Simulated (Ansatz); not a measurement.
**Effective masses and thermopower of ZnTe (F-43m)**

Here is the system:

```
ZnTe
1.0
    0.00000     3.03301     3.03301
    3.03301     0.00000     3.03301
    3.03301     3.03301     0.00000
Zn Te
1 1
Cartesian
  3.03301   3.03301   3.03301
  1.51650   1.51650   1.51650
```

These are HSE06 with spin-orbit coupling, rigid bands (plane waves, PAW; Ansatz, a quantum-chemistry and plane-wave program) values and carry that method's errors. Geometry: cell and atoms relaxed with PBEsol.

| Property | Value |
|---|---|
| band gap | 2.05 eV |
| electron conductivity mass (300 K, dilute) | 0.126 mₑ |
| hole conductivity mass (300 K, dilute) | 0.45 mₑ |
| effective density of states N_c (300 K) | 1.1e18 cm⁻³ |
| effective density of states N_v (300 K) | 1.5e19 cm⁻³ |
| density-of-states mass, electrons | 0.122 mₑ |
| density-of-states mass, holes | 0.72 mₑ |
| Seebeck coefficient, n-type 1e19 cm⁻³, 300 K | -78 μV/K |
| Seebeck coefficient, p-type 1e19 cm⁻³, 300 K | 255 μV/K |
| best p-type power factor at 300 K for τ = 10 fs (best axis; densities from 1e16 to 1e21 cm⁻³ tried, whether or not they can be reached) | 5.3 μW/(cm·K²) at 3e19 cm⁻³ |

Rigid bands; masses and Seebeck coefficients take one relaxation time τ for all states and one kind of carrier; polarons and phonon drag are left out. Geometry: cell and atoms relaxed with PBEsol.
